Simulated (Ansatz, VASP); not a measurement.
## Two plane-wave programs on W

INCAR

```
ALGO = Fast ; EDIFF = 1E-6
ENCUT = 520 ; GGA = PS
ISIF = 2 ; ISMEAR = 0
LASPH = True ; LCHARG = False
LREAL = False ; LWAVE = False
NBANDS = 13 ; NELM = 100
PREC = Accurate ; SIGMA = 0.15
```

The input KPOINTS:

```
k-points
0
Gamma
  22 22 22
```

POSCAR

```
W
1.0
    0.0000000000      1.9103031386      2.2923637664
    1.9103031386      0.0000000000      2.2923637664
    1.9103031386      1.9103031386      0.0000000000
W
1
Direct
    0.0000000000      0.0000000000      0.0000000000
```

Input for Ansatz:

```yaml
crystal:
  lattice:
    - [0.0, 1.9103031386, 2.2923637664]
    - [1.9103031386, 0.0, 2.2923637664]
    - [1.9103031386, 1.9103031386, 0.0]
  atoms:
    - { symbol: W, position: [0.0, 0.0, 0.0] }
basis:
  ecutwfc: 420
kpoints:
  mp_grid: { grid: [22, 22, 22] }
hamiltonian:
  xc: pbesol
scf:
  occupations: { method: gaussian, width: 0.15 }
output:
  forces: true
  stress: true
  eigenvalues: true
```

Alike in both runs: task single point; functional PBEsol; k mesh 22 × 22 × 22; occupations gaussian, width 0.15 eV; no spin polarisation.

```csv
,VASP,Ansatz
version,VASP 6.6.1,Ansatz 0.2.0
potentials or method,"VASP PAW PBE potentials, release 64 (W_sv)","scalar-relativistic, plane waves, PAW"
plane-wave cutoff (eV),520,420
valence electrons in the cell,14,14
```

Ansatz gave:

* gap on the k mesh at the Fermi level (eV): none
* pressure (GPa): -11.8
* largest component of the traceless stress (GPa): 0.30

Task: Which values does VASP return?

Result: gap on the k mesh at the Fermi level (eV): none; pressure (GPa): -11.4; largest component of the traceless stress (GPa): 0.12.

A gap of «none» marks a metal or a gap that the smearing closes.

Caveats: the PAW data sets were made with another functional, which shifts forces and pressure a little (VASP). The runs have no spin-orbit coupling, so splittings on W are missing.
